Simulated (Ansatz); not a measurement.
## One run on Gd (Im-3m): total moment held at 0 μB

Method: Ansatz 0.2.0, DFT, PBE, PAW with Ansatz's default frozen-core files, scalar-relativistic.

Command: `ansatz run input.yaml --threads 1 --pin off --max-ram 3072MiB --backend cpu --events-out ev --progress --plain --runs-dir out`

```yaml
crystal:
  lattice:
    - [-2.025, 2.025, 2.025]
    - [2.025, -2.025, 2.025]
    - [2.025, 2.025, -2.025]
  atoms:
    - { symbol: Gd, position: [0.0, 0.0, 0.0] }
magnetization:
  spin_polarized: true
  initial_magnetization: 0.0
  spin_locking: { lock_magnetization: hard }
kpoints:
  mp_grid: { grid: [11, 11, 11] }
scf:
  occupations: { method: fermi_dirac, width: 0.03 }
hamiltonian:
  xc: pbe
  pseudopotentials: { kind: paw }
output:
  forces: true
  stress: true
  eigenvalues: true
  write_density: true
  write_potential: true
  elf: true
  volumetric_format: npy
```

The program prints:

```
Warning: output.stress: scf.convergence.dr2_threshold = 1e-7 eV (the SCF's general default) is looser than the 1e-10 eV advised for a printed stress (1e-10 eV for each atom of the cell: 1). What an SCF threshold leaves in a stress goes as its square root, and in the free energy as the threshold itself, and one threshold admits the most on a small cell: of the crystals measured, under no hybrid fun …
band count auto-derived: 16, from the close of a first SCF at 13 (N_el = 18.0; filled up to band 9; 13 by the electrons, moments and atoms)
Engine: ansatz 0.2.0
Pseudopotentials: kind: paw
Pseudopotential: Gd, paw, valence charge 18, recommended cutoff 420 eV (normal), Gd.paw.azcp
Functional definition: PBE
  parameter kappa = 0.804
  parameter beta = 0.06672455060314922
  exchange = pbe_x(kappa = kappa, mu = beta*pi^2/3)
  correlation = pbe_c(beta = beta)
Crystal: 1 atoms, lattice volume = 33.215 Å³
Basis set: ecut = 420 eV, 627 PW (Γ), exchange–correlation on 48×48×48 points (8 copies of the dense FFT grid, shifted against one another)
Bands: 13, of which v1, the nominal top of the filled ones, is band 9 counted from 1 (8 counted from 0)
Symmetry: 48 space group operations
Space group: Im-3m (ITA 229), of the structure as read, at distance tolerance 3.2e-5 Å
k-points: 56 of 1331
Non-local potential: Gd, projectors of the file, l = 0: 3, l = 1: 2, l = 2: 2, l = 3: 3
PAW form: soft (Blöchl's): semilocal exchange-correlation on the pseudo side does not see the compensation charge
PAW one-centre angular grid: Gd, 590 points (default); XC on 64 Gauss nodes
Initial density: superposition of atomic densities (chi_scale 0.1, normalization cell)
Initial wavefunctions: pseudopotential atomic-orbital guess
Functional: x = pbe(κ = 0.804, μ = 0.2195149727645171), c = pbe(β = 0.06672455060314922)
SCF iter   1: F=—  HF=-9324.827394 eV  |F-HF|=—  |Δ(HF+E_count)|=         —  Δρ=2.33e-2 (↑2.33e-2 ↓2.33e-2)  dr2=5.62e-1  dr2_m=0.00e0  M=0.000 μB ∫|m|=0.000 μB  β_m=0.30  ethr=3.10e-3  ⟨swp⟩=4.6  Hψ=3259  notcnv=0
preconditioner: auto → Kerker (q_TF=auto, 2.463 Å⁻¹)  [metal: Δε(μ)=0.002 eV  Ē_g=8.211 eV  σ=0.030 eV  W_gap=0.01  n_scr=12 (ndim 8)  ℏωp=25.8 eV  f_vac=0.000  D(μ)=46.03/eV (n_scr^D=2242)]
[...]
SCF 1, on 13 bands, converged in 18 iterations: F = -9324.810066 eV; the run's SCF on all bands comes behind
  greatest PAW one-centre occupation: 0.993 electrons in one spin orbital (limit 2), on the Gd atom at site 0 (counted from 0), in its partial waves of l = 0
The result of the SCF on 13 bands, without a stress, told ahead of the SCF on all bands, whose result is the run's:
SCF converged after 18 iterations
Stability checked in part: among states of this total moment the steps that led to this state did not find it unstable. No probe was made; neither looks for a lower state of another moment (fixed_total_moment; see scf.lower_state_search)
Magnetization: 0.0000 μB (9.0000 up, 9.0000 down)
Absolute magnetization: 0.0000 μB (∫|ρ↑−ρ↓|)
Spin contamination: 0.0000 ħ² per cell (⟨S²⟩ above its minimum at these occupations)
Per-site moments (μB) at R_I (Å): [(0.0, 1.4468036901973778)]
Free energy (F): -9324.810066 eV
Harris-Foulkes:  -9324.810066 eV  (|F-HF|=1.43e-8)
Internal energy: -9324.703630 eV  (E = F + TS)
E sigma→0 (E₀):  -9324.756848 eV
Entropy (-TS):   -0.106436 eV (-106.436 meV/atom)
Fermi energy:    11.813058 (↑ 11.813058, ↓ 11.813058) eV
--- Per-component energies (eV) ---
  E_band       = 3.891611
  E_kinetic    = 395.083055
  E_local      = -2161.570031  (includes V_loc(G=0)·N_el)
  E_nonlocal   = 314.648942
  E_hartree    = 908.625335
  E_xc         = -227.597997
  E_vxc        = -245.749738  (∫ρ·V_xc dr)
  E_paw        = -6457.746075  (= ΣΔE_a)
  E_vpaw       = -115.774617  (= ΣTr[D̂ρ^β])
  E_aug_tail   = -0.000000  (compensation charges beyond the density's cutoff)
  E_ewald      = -2096.146859
[...]
k-points: 366 of 1331
[...]
SCF 8 converged in 7 iterations: F = -9327.116694 eV  dr2 = 7.14e-10
[...]
SCF 9 converged in 4 iterations: F = -9327.116694 eV  dr2 = 1.95e-9
Symmetry: 2 space group operations
k-points: 666 of 1331
[...]
an SCF along what the orbitals of the run's state read of its open shells (or to have them read: on a GPU, or by another smearing), with 46 of the crystal's symmetry operations given up (666 k-points in place of 56), reached no lower state that the run goes on to. This is no proof of a minimum
Symmetry: 12 space group operations
k-points: 146 of 1331
[...]
SCF iter   2: F=—  HF=-9326.943676 eV  |F-HF|=—  |Δ(HF+E_count)|=   5.16e-2  Δρ=2.29e-3 (↑2.29e-3 ↓1.26e-3)  dr2=2.88e-3  dr2_m=2.60e-4  M=0.000 μB ∫|m|=1.205 μB  ethr=5.56e-6  ⟨swp⟩=1.7  Hψ=30749  notcnv=0
SCF iter   3: F=—  HF=-9326.945459 eV  |F-HF|=—  |Δ(HF+E_count)|=   1.78e-3  Δρ=3.63e-3 (↑4.34e-4 ↓3.63e-3)  dr2=2.76e-3  dr2_m=1.23e-3  M=-0.000 μB ∫|m|=1.098 μB  ethr=5.56e-6  ⟨swp⟩=1.0  Hψ=15083  notcnv=0
SCF iter   4: F=—  HF=-9327.104541 eV  |F-HF|=—  |Δ(HF+E_count)|=   1.59e-1  Δρ=9.89e-4 (↑9.78e-4 ↓9.89e-4)  dr2=8.43e-4  dr2_m=9.21e-5  M=0.000 μB ∫|m|=1.272 μB  ethr=8.47e-6  ⟨swp⟩=1.5  Hψ=18579  notcnv=0
SCF converged after 4 iterations
Stability not told: the SCF's own minimisation came to no verdict on its close; the lowest value that the minimisation read is 7.6e-3 (residual 7.6e-4): no lower mode is shown, and none is ruled out
Magnetization: -0.0000 μB (9.0000 up, 9.0000 down)
Absolute magnetization: 2.9070 μB (∫|ρ↑−ρ↓|, with the PAW one-centre terms)
Spin contamination: 3.2244 ħ² per cell (⟨S²⟩ above its minimum at these occupations)
Per-site moments (μB) at R_I (Å): [(0.20790353259443276, 1.4468036901973778)]
Free energy (F): -9327.116694 eV
Harris-Foulkes:  -9327.116694 eV  (|F-HF|=3.42e-9)
Internal energy: -9327.107250 eV  (E = F + TS)
E sigma→0 (E₀):  -9327.111972 eV
Entropy (-TS):   -0.009444 eV (-9.444 meV/atom)
Fermi energy:    12.057650 (↑ 11.829652, ↓ 12.285649) eV
--- Per-component energies (eV) ---
  E_band       = -2.591106
  E_kinetic    = 395.071328
  E_local      = -2155.899843  (includes V_loc(G=0)·N_el)
  E_nonlocal   = 311.635211
  E_hartree    = 903.983948
  E_xc         = -228.198010
  E_vxc        = -246.498854  (∫ρ·V_xc dr)
  E_paw        = -6457.553025  (= ΣΔE_a)
  E_vpaw       = -114.869064  (= ΣTr[D̂ρ^β])
  E_aug_tail   = 0.000000  (compensation charges beyond the density's cutoff)
  E_ewald      = -2096.146859
  E_smearing   = -0.009444  (= −TS)
  E_closure    = 0.000000  (closes the sum)
  Σ components = -9327.116694   (vs F -9327.116694, Δ=0.00e0)
--- Forces (eV/Å), atoms counted from 1 ---
  atom   1  Gd     0.00000000     0.00000000     0.00000000
  max |Σ_I F_I| component: 0.00e0 eV/Å
--- Stress (GPa, compression-positive) ---
        3.166034       0.000000       0.000000
        0.000000       1.524697      -0.155709
        0.000000      -0.155378       1.524590
  P = ⅓ Tr σ = 2.0718 GPa (20.718 kbar)
--- Band table (eV; the first three rows and the last of 732) ---
  [... 4 further k-point lines left out ...]
```

Site moments (μB): Gd 0.21. Cell moment 0.00 μB.

Without U a semilocal functional puts the f levels too near the Fermi level, which can change moments and the order of magnetic states; site and cell moments are spin moments. Spin–orbit coupling is left out although heavy atoms are present. In at least one run the program's final test of stability wasn't made or came to no verdict. With open f shells a run can end in a state that isn't the lowest. These are results for the start and cell typed. The real compound can order otherwise, in a larger cell, or not at all, since semilocal functionals at zero temperature often overstate magnetism.

It took 9.2 min on 1 thread of Arm Neoverse V1, with other jobs on the host, peak memory 1.8 GiB.
